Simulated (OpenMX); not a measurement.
Slab: Te2Mo, a slab with vacuum.

```
Te Mo
1.0
     6.36161    0.00000    0.00000
     0.00000    3.48040    0.00000
    -0.08574    0.00000   36.17589
Te Mo
4 2
Direct
  0.42925 0.75000 0.54070
  0.57075 0.25000 0.45930
  0.92085 0.25000 0.55653
  0.07915 0.75000 0.44347
  0.18135 0.25000 0.49747
  0.81865 0.75000 0.50253
```

```yaml
Program: OpenMX 3.8.5
Task: single point
Functional: PBE
Potentials_or_basis: OpenMX 2013 PBE set, Te7.0-s3p2d2f1, Mo7.0-s3p2d2, grid cutoff 500 Ry
k_mesh: 5 × 9 × 1
Occupations: fermi-dirac, width 0.05 eV
Spin: no spin polarisation
```

On this cell: largest force 0.776 eV/Å; band gap on the k mesh none (metal or under the smearing width).

The same run follows on a disturbed copy (atoms moved at random, drawn with an rms of 0.05 Å):

```
CELL_PARAMETERS angstrom
6.36161 0.00000 0.00000
0.00000 3.48040 0.00000
-0.08574 0.00000 36.17589
ATOMIC_POSITIONS crystal
Te 0.43292 0.75103 0.54077
Te 0.57498 0.25758 0.45904
Te 0.91713 0.25191 0.55678
Te 0.07944 0.73734 0.44383
Mo 0.18413 0.25975 0.49747
Mo 0.81776 0.75067 0.50179
```

**Question.** What changes?

**Answer.** The energy (extrapolated to zero smearing) moves by +6.6 meV/atom; largest force 1.244 eV/Å; band gap on the k mesh none (metal or under the smearing width).

Forces in eV/Å, atoms in the order of the input:
```
Te  -0.131  0.050  0.237
Te  -0.304 -0.113 -0.410
Te   0.157  0.003  0.319
Te   0.137  0.525 -1.120
Mo  -0.022 -0.566  0.365
Mo   0.154  0.098  0.602
```

Caveats: the basis of atomic orbitals isn't converged, which shifts pressures, moduli and gaps.
